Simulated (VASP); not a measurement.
A run of VASP 6.6.1:

Contents of INCAR:

```
ALGO     = Normal         # electronic algorithm
EDIFF    = 1E-7           # SCF threshold, eV
EDIFFG   = -0.01          # ionic threshold
ENCUT    = 600            # plane-wave cutoff, eV
GGA      = PS             # functional
IBRION   = 2              # ionic algorithm
ISIF     = 4              # what is computed and relaxed
ISMEAR   = 0              # smearing method
KPAR     = 2            
LASPH    = T              # aspherical terms in the spheres
LCHARG   = F              # write CHGCAR
LREAL    = F              # projectors in reciprocal space
LWAVE    = F              # write WAVECAR
NELM     = 80             # most SCF steps
NSW      = 40             # ionic steps
PREC     = Accurate       # precision mode
SIGMA    = 0.03           # smearing width, eV
```

File KPOINTS:

```
k-points
0
Gamma
  9 9 2
```

Contents of POSCAR:

```
MoSe2                                   
1.0
    3.2266693621      0.0000000000     -0.0000000000
   -1.6133346810      2.7943776371      0.0000000000
    0.0000000000      0.0000000000     12.9623057096
  Mo              Se            
     2     4
Direct
     0.3333333332999970    0.6666666667000030    0.2500000000000000
     0.6666666667000030    0.3333333332999970    0.7500000000000000
     0.3333333332999970    0.6666666667000030    0.6231806214101955
     0.6666666667000030    0.3333333332999970    0.1231806214101955
     0.3333333332999970    0.6666666667000030    0.8768193785898045
     0.6666666667000030    0.3333333332999970    0.3768193785898045
```

Potentials or basis: VASP PAW PBE potentials, release 64 (Mo_sv, Se).

Launch:

```console
$ cat potpaw_PBE.64/Mo_sv/POTCAR potpaw_PBE.64/Se/POTCAR > POTCAR
$ mpirun -np 2 vasp_std > vasp.out
```

Hardware: 2 MPI ranks on Intel(R) Xeon(R) 6975P-C (Granite Rapids), with other jobs on the host.

Task: Estimate the wall time of this run.

Result: It took 2.1 min on 2 MPI ranks on Intel(R) Xeon(R) 6975P-C (Granite Rapids) (shared host), peak memory 0.33 GiB a rank. Counts: scf iterations 61, k points 24, ion steps 7.
